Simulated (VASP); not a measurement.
A calculation with VASP 6.6.1 of Ta2N (ASE script, structure from a POSCAR):

Contents of run.py:

```python
from ase.calculators.vasp import Vasp
from ase.dft.bandgap import bandgap
from ase.io import read

atoms = read('POSCAR')
calc = Vasp(
    directory='calc',
    xc='lda',
    pp='LDA',
    setups='recommended',
    pp_version='54',
    prec='Accurate',
    encut=520,
    ediff=1e-07,
    ismear=0,
    sigma=0.05,
    lreal=False,
    lasph=True,
    nelm=80,
    algo='Normal',
    isif=2,
    lwave=False,
    lcharg=False,
    kpts=[10, 10, 6],
    gamma=True,
    nbands=20,
)
atoms.calc = calc

print('energy (eV):', atoms.get_potential_energy())
print('free energy (eV):', atoms.get_potential_energy(force_consistent=True))
print('forces (eV/A):')
print(atoms.get_forces())
print('stress (eV/A^3, Voigt):', atoms.get_stress())
print('Fermi level (eV):', calc.get_fermi_level())
gap, top, bottom = bandgap(calc)
print('band gap (eV):', gap, 'from (spin, k, band)', top, 'to', bottom)
```

Contents of POSCAR:

```
Ta2N
1.0
    3.1128615060      0.0000000000      0.0000000000
   -1.5564307530      2.6958171426      0.0000000000
    0.0000000000      0.0000000000      4.8698410000
Ta N
2 1
Direct
    0.3333333333      0.6666666667      0.2547110000
    0.6666666667      0.3333333333      0.7452890000
    0.0000000000      0.0000000000      0.0000000000
```

Potentials or basis: VASP PAW LDA potentials, release 54 (Ta_pv, N).

Run with:

```bash
$ python run.py
```

The cell comes from a database or a generator and needn't be the stable form of this composition.

Problem. Write the same calculation in another form: native input, structure from a POSCAR.

Solution. As run:

The input INCAR:

```
SYSTEM = Ta2N
  PREC = Accurate
  ENCUT = 520
  EDIFF = 1E-6
  ISMEAR = 0
  SIGMA = 0.05
  LREAL = .FALSE.
  LASPH = .TRUE.
  NELM = 100
  ALGO = Fast
  ISIF = 2
  LWAVE = .FALSE.
  LCHARG = .FALSE.
  NBANDS = 20
```

The input KPOINTS:

```
regular mesh
0
G
  10 10 6
  0 0 0
```

Contents of POSCAR:

```
Ta2N
1.0
    3.1128615060      0.0000000000      0.0000000000
   -1.5564307530      2.6958171426      0.0000000000
    0.0000000000      0.0000000000      4.8698410000
Ta N
2 1
Cartesian
   -0.0000000002      1.7972114285      1.2404020710
    1.5564307532      0.8986057141      3.6294389290
    0.0000000000      0.0000000000      0.0000000000
```

Potentials or basis: VASP PAW LDA potentials, release 54 (Ta_pv, N).

Command:

```sh
$ cat potpaw_LDA.54/Ta_pv/POTCAR potpaw_LDA.54/N/POTCAR > POTCAR
$ mpirun -np 1 vasp_std > vasp.out
```

Both were run:

|  | ASE script, structure from a POSCAR | native input, structure from a POSCAR |
| --- | --- | --- |
| Pressure | -13.3 GPa | -13.2 GPa |
| Largest force | 0.397 eV/Å | 0.397 eV/Å |
| Band gap on the k mesh | none (metal or under the smearing width) | none (metal or under the smearing width) |

Keys that steer only the numerical path or the files written may differ.
